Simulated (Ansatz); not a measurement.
# How CdS answers to pressure

```cif
data_structure
_symmetry_space_group_name_H-M 'F-43m'
_symmetry_Int_Tables_number 216
_cell_length_a 5.8859
_cell_length_b 5.8859
_cell_length_c 5.8859
_cell_angle_alpha 90.000
_cell_angle_beta 90.000
_cell_angle_gamma 90.000
_cell_volume 203.91
loop_
_atom_site_label
_atom_site_type_symbol
_atom_site_symmetry_multiplicity
_atom_site_Wyckoff_symbol
_atom_site_fract_x
_atom_site_fract_y
_atom_site_fract_z
_atom_site_occupancy
Cd1 Cd 4 a 0.00000 0.00000 0.00000 1
S1 S 4 c 0.25000 0.25000 0.25000 1
```

The runs use the primitive cell with vectors (0.000, 2.943, 2.943), (2.943, 0.000, 2.943), (2.943, 2.943, 0.000) Å, to which the k mesh refers.

Structure from Materials Project entry mp-2469 (possibly hypothetical), not relaxed further.

Computed with Ansatz 0.2.0, DFT, PBE, all-electron LAPW, scalar-relativistic.

Numerical set-up: a Γ-centred 7×7×7 k mesh, Fermi–Dirac smearing of 0.02 eV, basis error target 0.5 meV/atom, no spin polarisation.

The cell is scaled evenly with fractional coordinates held. Semilocal gaps are too small, but their slopes carry over better.

| V/V(cell) | P (GPa) | gap on the k mesh (eV) |
| --- | --- | --- |
| 0.9600 | 3.82 | 1.174 |
| 0.9800 | 2.43 | 1.130 |
| 0.9900 | 1.80 | 1.109 |
| 1.0000 | 1.19 | 1.087 |
| 1.0100 | 0.62 | 1.065 |
| 1.0200 | 0.08 | 1.043 |
| 1.0400 | -0.92 | 1.000 |
| 1.0600 | -1.82 | 0.957 |

Q: From the rows at 0.9900 and 1.0100, what is the bulk modulus at the cell's volume?

A: B = −ΔP/Δln V = −[(0.62) − (1.80)]/0.02000 = 59.0 GPa.

Q: What are the gap's volume deformation potential and pressure coefficient?

A: dEg/dln V = (1.065 − 1.109)/0.02000 = -2.20 eV, and dEg/dP = −(dEg/dln V)/B = 37 meV/GPa: pressure widens the gap.

Q: Predict the row at V/V(cell) = 0.9400. How far is a linear estimate of P off?

A: P = 5.37 GPa, gap 1.219 eV. The linear estimate P(cell) − B ln(V/V(cell)) = 4.84 GPa misses by 0.53 GPa, since the modulus grows under compression.
